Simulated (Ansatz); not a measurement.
HgS: pressure against volume scale

All results are calculated (Ansatz 0.2.0). Periodic Kohn-Sham DFT of a crystal at fixed atoms, scaled to volume_scale times the given cell; pressure positive in compression, energy less spherical unpolarised free atoms, largest_vzz the field gradient of largest size among the nuclei.

The cell before it is scaled or strained (space group F-43m, No. 216):
```
CELL_PARAMETERS angstrom
0.00000 2.92900 2.92900
2.92900 0.00000 2.92900
2.92900 2.92900 0.00000
ATOMIC_POSITIONS crystal
Hg 0.00000 0.00000 0.00000
S 0.75000 0.75000 0.75000
```

Settings of every row: method frozen-core PAW; functional PBE; relativity scalar; k mesh 8x8x8; filling fermi-dirac; smearing width 0.02 eV; wave cutoff 420 eV; paw set soft_2.

Atom start moment: 0 on all atoms.

Limits: no spin-orbit coupling on heavy atoms.

```csv
row,volume scale,V (Å³/atom),pressure (GPa)
1,0.9405,23.633,8.923
2,0.98,24.625,5.496
3,1,25.128,4.028
4,1.02,25.631,2.715
5,1.06,26.636,?
```

Question: what pressure should row 5 give?

Worked fit of pressure. Take u = (V_r/V)^(2/3) − 1 with V_r = 24.877 Å³ an atom, which is twice the finite (Eulerian) strain; such expansions in the strain, on which the Birch-Murnaghan equation of state is built, carry the rest volume and the bulk modulus. The shown rows have u = 0.03479, 0.00681, -0.00667, -0.01971. Least squares give pressure = 4.7395 + 109.038 × u + 322.12 × u² GPa; a straight line predicts inner rows, each left out in turn, worse (root mean square 0.15 against 0.0029 GPa). The rows lie off it by 0.000, -0.001, 0.001, 0.000. The withheld row has u = -0.04452, so the fit gives 4.7395 + 109.038 × (-0.04452) + 322.12 × (-0.04452)² = 0.524 GPa.

The calculation gave 0.488 GPa. The fit lies 0.036 GPa (7.4 % of the value, 0.43 % of the column's range) above it; its largest miss of a shown row is 0.001 GPa. This row lies beyond the range of the fit.
